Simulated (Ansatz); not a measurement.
This was printed by a script on the Python package of Ansatz (0.2.0), for a calculation of the dielectric tensor and Born charges of Al2O3, space group P-6m2. What did the script look like? Level of theory: PBEsol, PAW, the default cutoff (420 eV here), 12×12×2 k-points, fixed occupations.

```yaml
crystal:
  lattice:
    - [2.88432, 0.00000, 0.00000]
    - [-1.44216, 2.49790, 0.00000]
    - [0.00000, 0.00000, 9.33675]
  atoms:
    - { symbol: Al, position: [0.00000, 0.00000, 0.14999] }
    - { symbol: Al, position: [0.00000, 0.00000, 0.85001] }
    - { symbol: O, position: [0.33333, 0.66667, 0.22232] }
    - { symbol: O, position: [0.66667, 0.33333, 0.00000] }
    - { symbol: O, position: [0.33333, 0.66667, 0.77768] }
```

Output of `python eps_al2o3.py`:
```text
DeckWarning: basis.ecutwfc = 420 eV, auto-derived from the records' recommended cutoffs: set by Al (normal level)
principal values of eps_inf: [1.948 2.719 2.719]
refractive indices: [1.396 1.649 1.649]
Al Z* trace/3 = +2.533 e
Al Z* trace/3 = +2.533 e
O  Z* trace/3 = -1.584 e
O  Z* trace/3 = -1.584 e
O  Z* trace/3 = -1.897 e
charge neutrality missed by 0.0038 e before the sum rule
```
(Warnings from the package without file and line.)

One script that gives this output:

`eps_al2o3.py`
```python
"""Response of Al2O3 to an electric field."""

import ansatz
import numpy as np

xtal = (
    ansatz.Lattice.from_parameters(2.884325, 2.884325, 9.336754, alpha=90, beta=90, gamma=120)
    .space_group(187)
    .atom("Al", [0.0, 0.0, 0.149992])
    .atom("O", [1 / 3, 2 / 3, 0.222317])
    .atom("O", [2 / 3, 1 / 3, 0.0])
)

# an insulator: whole occupations
calculation = (
    xtal.calculation()
    .functional(ansatz.Functional.PBESOL)
    .pseudopotentials("paw")
    .kpoints(12, 12, 2)
    .occupations("fixed")
    .dielectric()
)
outcome = calculation.run()
response = outcome.dielectric
eps = np.asarray(response.eps_inf)

values = np.linalg.eigvalsh(eps)
print("principal values of eps_inf:", np.round(values, 3))
print("refractive indices:", np.round(np.sqrt(values), 3))
for site, z in zip(outcome.lattice.sites, response.zstar_e):
    print(f"{site.symbol:2s} Z* trace/3 = {np.trace(z) / 3:+.3f} e")
print(f"charge neutrality missed by {response.zstar_sum_residual_pre_e:.4f} e before the sum rule")
```

Reading the output:
- With fixed filling the reported Fermi level is the top filled level among the k-points of the SCF.
- Averages over directions belong to no single polarisation, least of all in layered crystals.
- Pressure is positive in compression.
- The structure comes from a database of computed cells and needn't be a stable or known phase.
- This is the electronic (clamped-ion) response; a semilocal gap that is too small tends to raise it. The typed mesh is that of the SCF; the response is solved on denser meshes that the run picks.
- Hardware and time: 2.5 min on 1 thread of Arm Neoverse N1 (shared host), peak memory 0.67 GiB.
